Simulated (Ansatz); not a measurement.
Bulk crystal (CuO) after relaxation:

```cif
data_structure
_symmetry_space_group_name_H-M 'P 1'
_symmetry_Int_Tables_number 1
_cell_length_a 2.8941
_cell_length_b 2.8941
_cell_length_c 5.0920
_cell_angle_alpha 90.008
_cell_angle_beta 90.008
_cell_angle_gamma 89.769
_cell_volume 42.65
loop_
_atom_site_label
_atom_site_type_symbol
_atom_site_fract_x
_atom_site_fract_y
_atom_site_fract_z
_atom_site_occupancy
Cu1 Cu 0.00000 0.50000 0.00000 1
Cu2 Cu 0.50000 0.00000 0.50000 1
O1 O 0.50004 0.49996 0.25000 1
O2 O 0.49996 0.50004 0.75000 1
```

Miller indices refer to the conventional cell of C2/c (No. 15), a = 4.101 Å, b = 4.085 Å, c = 5.092 Å, α = 90.00°, β = 90.01°, γ = 90.00°.

The (011) slab of 8 planes, 11.2 Å thick with 15 Å of vacuum as cut; outer planes CuO (top) and CuO (bottom).

All numbers below come from Ansatz, DFT PBEsol, scalar-relativistic, plane waves, PAW. Settings: cutoff 420 eV, Γ-centred mesh 9×6×1 on the computed 32-atom cell, Gaussian smearing of 0.10 eV; no spin polarisation. A dipole correction removes the field between periodic images along c.

With the atoms at the bulk's places:

For the slab as cut, the surface energy (mean of both faces) is 1.25 J/m² and the work function is 5.12 eV.

Question: What changes when all atoms relax within this surface cell and its symmetry?

Answer: The energy falls by 0.208 J/m² a face, and the largest move is 0.21 Å.

For the relaxed slab, the surface energy (mean of both faces) is 1.04 J/m². The work function is 5.20 eV.

```json
{"plane (bottom to top)": "1", "atoms": "Cu2O2", "spacing to next, bulk (Å)": "1.593", "relaxed (Å)": "1.518", "change (%)": "-4.7", "rumpling (Å)": "0.034"}
{"plane (bottom to top)": "2", "atoms": "Cu2O2", "spacing to next, bulk (Å)": "1.593", "relaxed (Å)": "1.551", "change (%)": "-2.6", "rumpling (Å)": "0.098"}
{"plane (bottom to top)": "3", "atoms": "Cu2O2", "spacing to next, bulk (Å)": "1.593", "relaxed (Å)": "1.581", "change (%)": "-0.8", "rumpling (Å)": "0.046"}
{"plane (bottom to top)": "4", "atoms": "Cu2O2", "spacing to next, bulk (Å)": "1.593", "relaxed (Å)": "1.595", "change (%)": "+0.1", "rumpling (Å)": "0.017"}
{"plane (bottom to top)": "5", "atoms": "Cu2O2", "spacing to next, bulk (Å)": "1.593", "relaxed (Å)": "1.581", "change (%)": "-0.8", "rumpling (Å)": "0.017"}
{"plane (bottom to top)": "6", "atoms": "Cu2O2", "spacing to next, bulk (Å)": "1.593", "relaxed (Å)": "1.551", "change (%)": "-2.6", "rumpling (Å)": "0.046"}
{"plane (bottom to top)": "7", "atoms": "Cu2O2", "spacing to next, bulk (Å)": "1.593", "relaxed (Å)": "1.518", "change (%)": "-4.7", "rumpling (Å)": "0.098"}
{"plane (bottom to top)": "8", "atoms": "Cu2O2", "spacing to next, bulk (Å)": "", "relaxed (Å)": "", "change (%)": "", "rumpling (Å)": "0.034"}
```

Spin polarisation was left out, and a magnetic state may lie lower.